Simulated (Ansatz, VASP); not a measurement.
# Two plane-wave programs on SrCl2

```
Sr Cl
1.0
     0.00000    3.45556    3.45556
     3.45556    0.00000    3.45556
     3.45556    3.45556    0.00000
Sr Cl
1 2
Direct
  0.00000 0.00000 0.00000
  0.25000 0.25000 0.25000
  0.75000 0.75000 0.75000
```

Alike in both runs: task single point; functional PBEsol; k mesh 6 × 6 × 6; occupations gaussian, width 0.02 eV; no spin polarisation.

|  | VASP | Ansatz |
| --- | --- | --- |
| version | VASP 6.6.1 | Ansatz 0.2.0 |
| potentials or method | VASP PAW PBE potentials, release 64 (Sr_sv, Cl) | scalar-relativistic, plane waves, PAW |
| plane-wave cutoff (eV) | 520 | 420 |
| valence electrons in the cell | 24 | 24 |

Ansatz gave:

* gap on the k mesh at the Fermi level (eV): 5.25
* least direct gap on the mesh (eV): 5.34
* pressure (GPa): -0.1

Q: Which values does VASP return?

A: gap on the k mesh at the Fermi level (eV): 5.24; least direct gap on the mesh (eV): 5.34; pressure (GPa): 0.1.

Caveats: the PAW data sets were made with another functional, which shifts forces and pressure a little (VASP). A k mesh can miss the band edges.
